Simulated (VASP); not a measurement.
# Li (P6_3/mmc) in VASP: settings compared

The runs below take Li through single point, relaxation of cell and atoms, with PBE, r2SCAN.

All numbers are computed with VASP 6.6.1; they aren't measurements. Logs are shortened: lines on timing, memory, paths and dates and some standing lists are left out, and cuts for length are marked.

**1. Starting point**

Symmetry: P6_3/mmc, No. 194, hexagonal system. The conventional cell has a = 3.081 Å, b = 3.081 Å, c = 4.931 Å, α = 90.00°, β = 90.00°, γ = 120.00°. Around Li (site symmetry -6m2) lie 12 Li at 3.04 to 3.08 Å.

The cell was built by a generator and needn't be a form met in nature.

**2. Single point, PBE**

INCAR

```
ALGO = Fast
EDIFF = 1E-7
ENCUT = 520
GGA = PE
ISIF = 2
ISMEAR = 0
LASPH = True
LCHARG = False
LREAL = False
LWAVE = False
NBANDS = 10
NELM = 100
PREC = Accurate
SIGMA = 0.05
```

KPOINTS

```
k-points
0
Gamma
  8 8 4
```

POSCAR

```
Li
1.0
    3.0811964745      0.0000000000      0.0000000000
   -1.5405982373      2.6683944209      0.0000000000
    0.0000000000      0.0000000000      4.9306147689
Li
2
Direct
    0.3333333333      0.6666666667      0.7500000000
    0.6666666667      0.3333333333      0.2500000000
```

Potentials or basis: VASP PAW PBE potentials, release 64 (Li_sv).

Command:

```sh
$ cat potpaw_PBE.64/Li_sv/POTCAR > POTCAR
$ mpirun -np 1 vasp_std > vasp.out
```

OUTCAR:

```text
EDIFF = 1E-7
   ENCUT = 520
   GGA = PE
   ISIF = 2
   ISMEAR = 0
   LASPH = True
   LREAL = False
   NELM = 100
   PREC = Accurate

 ion  position               nearest neighbor table
   1  0.333  0.667  0.750-
   2  0.667  0.333  0.250-

  LATTYP: Found a hexagonal cell.
 ALAT       =     3.0811964745
 C/A-ratio  =     1.6002273174

  Lattice vectors:

 A1 = (   3.0811964745,   0.0000000000,   0.0000000000)
 A2 = (  -1.5405982373,   2.6683944209,   0.0000000000)
 A3 = (   0.0000000000,   0.0000000000,   4.9306147689)

Analysis of symmetry for initial positions (statically):
=====================================================================
 Subroutine PRICEL returns:
 Original cell was already a primitive cell.

 Routine SETGRP: Setting up the symmetry group for a
 hexagonal supercell.

 Subroutine GETGRP returns: Found 24 space group operations
 (whereof 12 operations were pure point group operations)
 out of a pool of 24 trial point group operations.

The static configuration has the point symmetry D_3d.
 The point group associated with its full space group is D_6h.

Analysis of symmetry for dynamics (positions and initial velocities):
=====================================================================
 Subroutine PRICEL returns:
 Original cell was already a primitive cell.

 Routine SETGRP: Setting up the symmetry group for a
 hexagonal supercell.

 Subroutine GETGRP returns: Found 24 space group operations
 (whereof 12 operations were pure point group operations)
 out of a pool of 24 trial point group operations.

The dynamic configuration has the point symmetry D_3d.
 The point group associated with its full space group is D_6h.

 Subroutine INISYM returns: Found 24 space group operations
 (whereof 12 operations are pure point group operations),
 and found     1 'primitive' translations

----------------------------------------------------------------------------------------

                                     Primitive cell

  volume of cell :      40.5388

  direct lattice vectors                    reciprocal lattice vectors
     3.081196475  0.000000000  0.000000000     0.324549248  0.187378596  0.000000000
    -1.540598237  2.668394421  0.000000000     0.000000000  0.374757192  0.000000000
     0.000000000  0.000000000  4.930614769     0.000000000  0.000000000  0.202814466

  length of vectors
     3.081196475  3.081196474  4.930614769     0.374757192  0.374757192  0.202814466

  position of ions in fractional coordinates (direct lattice)
[... 89 lines left out ...]
   PSTRESS=    0.0 pullay stress
   NELECT =       6.0000    total number of electrons
   NUPDOWN=      -1.0000    fix difference up-down
   EMIN   =  10.00;   EMAX   =-10.00  energy-range for DOS
   EFERMI =   0.00;   METHOD = LEGACY
   ISMEAR =     0;   SIGMA  =   0.05  broadening in eV -4-tet -1-fermi 0-gaus
   EFERMI_NEDOS =   21; number of points for ismear=-14 and -15
   IALGO  =     68    algorithm
   IMIX   =      4    mixing-type and parameters
     AMIX     =   0.40;   BMIX     =  1.00
     AMIX_MAG =   1.60;   BMIX_MAG =  1.00
  volume/ion in A,a.u.               =      20.27       136.78
  Fermi-wavevector in a.u.,A,eV,Ry     =   0.865968  1.636442 10.203012  0.749900
  Thomas-Fermi vector in A             =   1.984288
   LORBIT       =      0    0 simple, 1 ext, 2 COOP (PROOUT), +10 PAW based schemes
   GGA     = PE    functional components
   LHFCALC =     F    Hartree Fock is set to
   AEXX    =    0.0000 exact exchange contribution
   IVDW    =     0    specifies the selected vdW correction
   LEPSILON=     F    determine dielectric tensor
   LRPA    =     F    only Hartree local field effects (RPA)
 non-spin polarized calculation
 RMM-DIIS sequential band-by-band and
 Gauss-broadening in eV      SIGMA  =   0.05
  energy-cutoff  :      520.00
  volume of cell :       40.54
 maximum number of plane-waves:      1108
 NGX is ok and might be reduce to    24
   NGX = 11   NGY = 11   NGZ = 19

 number of electron       5.9999992 magnetization

 Free energy of the ion-electron system (eV)
  ---------------------------------------------------
  ext. energy  EPLUGINS =         0.00000000
  ---------------------------------------------------
  free energy    TOTEN  =        -3.80660890 eV

  energy without entropy =       -3.80370750  energy(sigma->0) =       -3.80515820

 E-fermi :   0.4736     XC(G=0):  -7.0443

 val. band max:        0.4649706567   @ k =   0.3750   0.1250   0.2500
 cond. band min:       0.4969650538   @ k =   0.5000   0.0000   0.0000
 fundamental gap:      0.0319943972
 Fermi energy:         0.4736255221

 k-point     1 :       0.0000    0.0000    0.0000
  band No.  band energies     occupation
      1     -45.9026      2.00000
      2     -45.8833      2.00000
      3      -2.9355      2.00000
      4       0.7217      0.00000
      5       3.7088      0.00000
      6      12.8375      0.00000
      7      12.8376      0.00000
      8      14.2780      0.00000
      9      14.2781      0.00000
     10      15.4261      0.00000
[... 287 lines left out ...]
 k-point    24 :       0.3750   -0.0000    0.5000
  band No.  band energies     occupation
      1     -45.8836      2.00000
      2     -45.8836      2.00000
      3       0.3703      1.99652
      4       0.3703      1.99652
      5       5.5413      0.00000
      6       5.5413      0.00000
      7      10.6012      0.00000
      8      10.6012      0.00000
      9      11.0845      0.00000
     10      11.0852      0.00000

 [... further k-points ...]

------------------------ aborting loop because EDIFF is reached ----------------------------------------

  FORCE on cell =-STRESS in cart. coord.  units (eV):
  Direction    XX          YY          ZZ          XY          YZ          ZX
  --------------------------------------------------------------------------------------
  -------------------------------------------------------------------------------------
  Total       -0.0201006     -0.0201006      0.0025995      0.0000000      0.0000000     -0.0000000
  in kB       -0.7944181     -0.7944181      0.1027360      0.0000000      0.0000000     -0.0000000
  external PRESSURE =      -0.4953668 kB  Pullay stress =       0.0000000 kB

 VOLUME and BASIS-vectors are now :
 -----------------------------------------------------------------------------
  energy-cutoff  :      520.00
  volume of cell :       40.54
      direct lattice vectors                 reciprocal lattice vectors
     3.081196475  0.000000000  0.000000000     0.324549248  0.187378596  0.000000000
    -1.540598237  2.668394421  0.000000000     0.000000000  0.374757192  0.000000000
     0.000000000  0.000000000  4.930614769     0.000000000  0.000000000  0.202814466

 POSITION                                       TOTAL-FORCE (eV/Angst)
 -----------------------------------------------------------------------------------
     -0.00000      1.77893      3.69796         0.000000      0.000000      0.000000
      1.54060      0.88946      1.23265        -0.000000      0.000000      0.000000
 -----------------------------------------------------------------------------------
    total drift:                               -0.000000      0.000000     -0.000000

  FREE ENERGIE OF THE ION-ELECTRON SYSTEM (eV)
  ---------------------------------------------------
  free  energy   TOTEN  =        -3.8066089026 eV

  energy  without entropy=       -3.8037075023  energy(sigma->0) =       -3.80515820
```

Wall time 17 s (1 thread of AMD EPYC 7R13 (Zen 3), shared host); peak memory 0.11 GiB.

What came out:

```yaml
Free_energy: -3.8066 eV
Band_gap_on_the_k_mesh: none (metal or under the smearing width)
```

Levels at points of the mesh, in eV from the Fermi level:
```tsv
k point	band 1	band 2	band 3	band 4	band 5	band 6
(0.00, 0.00, 0.00)	-46.38	-46.36	-3.41	0.25	3.24	12.36
(0.50, 0.00, 0.00)	-46.36	-46.35	0.02	1.15	4.86	6.04
(0.00, 0.00, 0.50)	-46.37	-46.37	-2.26	-2.26	8.45	8.45
(0.50, 0.00, 0.50)	-46.36	-46.36	0.81	0.81	3.62	3.62
```

Caveat: the cutoff is under 1.25 times the usual one of these potentials, so pressure, stress and relaxed cells hold a basis-set (Pulay) error.

**3. Relaxation of cell and atoms, PBE**

This run uses another cell than the first one, of 21.25 Å³/atom, 1.049 times its volume.

INCAR

```
SYSTEM = Li
ALGO = Normal
EDIFF = 1E-7
EDIFFG = -0.03
ENCUT = 600
GGA = PE
IBRION = 2
ISIF = 3
ISMEAR = 0
LASPH = .True.
LCHARG = .False.
LREAL = .False.
LWAVE = .False.
NELM = 60
NSW = 80
PREC = Accurate
SIGMA = 0.05
```

KPOINTS

```
k-points
0
Gamma
  8 8 4
  0 0 0
```

POSCAR

```
Li
1.0
    3.1090219029      0.0000000000      0.0000000000
   -1.5545109515      2.6924919489      0.0000000000
    0.0000000000      0.0000000000      5.0780691081
Li
2
Direct
    0.3333333333      0.6666666667      0.7500000000
    0.6666666667      0.3333333333      0.2500000000
```

Potentials or basis: VASP PAW PBE potentials, release 64 (Li_sv).

Command:

```sh
$ cat potpaw_PBE.64/Li_sv/POTCAR > POTCAR
$ mpirun -np 1 vasp_std > vasp.out
```

It took 26 s on 1 thread of AMD EPYC 7R13 (Zen 3), shared host; peak memory 0.13 GiB.

The run converged. Its results:

| Item | Value |
| --- | --- |
| Free energy | -3.8083 eV |
| Relaxed volume | 20.21 Å³/atom |
| Relaxed cell | a = 3.076 Å, b = 3.076 Å, c = 4.931 Å, α = 90.00°, β = 90.00°, γ = 120.00° |
| Space group after relaxing (to 0.05 Å) | P6_3/mmc (No. 194) |
| Energy gained by relaxing | 3.3 meV/atom |
| Ionic steps | 3 |
| Pressure after relaxing | -0.1 GPa |
| Band gap on the k mesh | none (metal or under the smearing width) |

The path:
```
step  energy change (eV)  largest force (eV/Å)  pressure (GPa)  volume (Å³)
   1              0.0000                0.0000           -0.70        42.51
   2             -0.0028                0.0000           -0.55        41.94
   3             -0.0066                0.0000           -0.09        40.42
```

Final structure:
```
CELL_PARAMETERS angstrom
3.07625 0.00000 0.00000
-1.53813 2.66411 0.00000
0.00000 0.00000 4.93141
ATOMIC_POSITIONS crystal
Li 0.33333 0.66667 0.75000
Li 0.66667 0.33333 0.25000
```

Levels at points of the mesh, in eV from the Fermi level:
```tsv
k point	band 1	band 2	band 3	band 4	band 5	band 6	band 7
(0.00, 0.00, 0.00)	-46.37	-46.35	-3.42	0.24	3.23	12.41	12.41
(0.50, 0.00, 0.00)	-46.35	-46.35	0.02	1.15	4.87	6.05	6.51
(0.00, 0.00, 0.50)	-46.36	-46.36	-2.27	-2.27	8.43	8.43	13.37
(0.50, 0.00, 0.50)	-46.35	-46.35	0.81	0.81	3.63	3.63	9.86
```

Caveat: the cutoff is under 1.25 times the usual one of these potentials, so pressure, stress and relaxed cells hold a basis-set (Pulay) error.

**4. Single point, r2SCAN**

This run uses another cell than the first one, of 20.98 Å³/atom, 1.035 times its volume.

INCAR

```
PREC = Accurate ; ENCUT = 520
EDIFF = 1E-6 ; ISMEAR = 0
SIGMA = 0.05 ; LREAL = False
LASPH = True ; NELM = 80
ALGO = Normal ; ISIF = 2
LWAVE = False ; LCHARG = False
METAGGA = R2SCAN ; LMIXTAU = True
NBANDS = 10
```

KPOINTS

```
Automatic mesh
0
Gamma
  16 16 8
```

POSCAR

```
Li
1.0
    3.0898603804      0.0000000000      0.0000000000
   -1.5449301902      2.6758975836      0.0000000000
    0.0000000000      0.0000000000      5.0737069449
Li
2
Direct
    0.3333333333      0.6666666667      0.7500000000
    0.6666666667      0.3333333333      0.2500000000
```

Command:

```sh
$ cat potpaw_PBE.64/Li_sv/POTCAR > POTCAR
$ mpirun -np 1 vasp_std > vasp.out
```

Wall time 9.4 min (1 thread of AMD EPYC 7R13 (Zen 3), shared host); peak memory 0.15 GiB.

Results (log left out):

```yaml
Free_energy: -4.7700 eV
Band_gap_on_the_k_mesh: none (metal or under the smearing width)
```

Levels at points of the mesh, in eV from the Fermi level:
| k point | band 1 | band 2 | band 3 | band 4 | band 5 | band 6 | band 7 |
| --- | --- | --- | --- | --- | --- | --- | --- |
| (0.00, 0.00, 0.00) | -48.12 | -48.11 | -3.81 | -0.02 | 3.01 | 13.57 | 13.57 |
| (0.50, 0.00, 0.00) | -48.11 | -48.10 | -0.06 | 1.11 | 5.01 | 6.12 | 6.62 |
| (0.00, 0.00, 0.50) | -48.12 | -48.12 | -2.62 | -2.62 | 8.38 | 8.38 | 14.58 |
| (0.50, 0.00, 0.50) | -48.10 | -48.10 | 0.76 | 0.76 | 3.68 | 3.68 | 10.61 |

Caveat: the cutoff is under 1.25 times the usual one of these potentials, so pressure, stress and relaxed cells hold a basis-set (Pulay) error; the PAW data sets were made with another functional, which shifts forces and pressure a little.

**5. Summary**

| task | level | cell | k mesh | cutoff (eV) | gap on the mesh (eV) |
| --- | --- | --- | --- | --- | --- |
| single point | PBE | P6_3/mmc, 20.27 Å³/atom | 8 × 8 × 4 | 520 | none |
| relaxation of cell and atoms | PBE | relaxed | 8 × 8 × 4 | 600 | none |
| single point | r2SCAN | P6_3/mmc, 20.98 Å³/atom | 16 × 16 × 8 | 520 | none |

Alike in all rows: potentials or basis VASP PAW PBE potentials, release 64 (Li_sv); no spin polarisation; smearing gaussian 0.05 eV.

Caveats: the cutoff is under 1.25 times the usual one of these potentials, so pressure, stress and relaxed cells hold a basis-set (Pulay) error; the PAW data sets were made with another functional, which shifts forces and pressure a little (some runs).

Absolute energies hang on the potentials; compare differences alone.
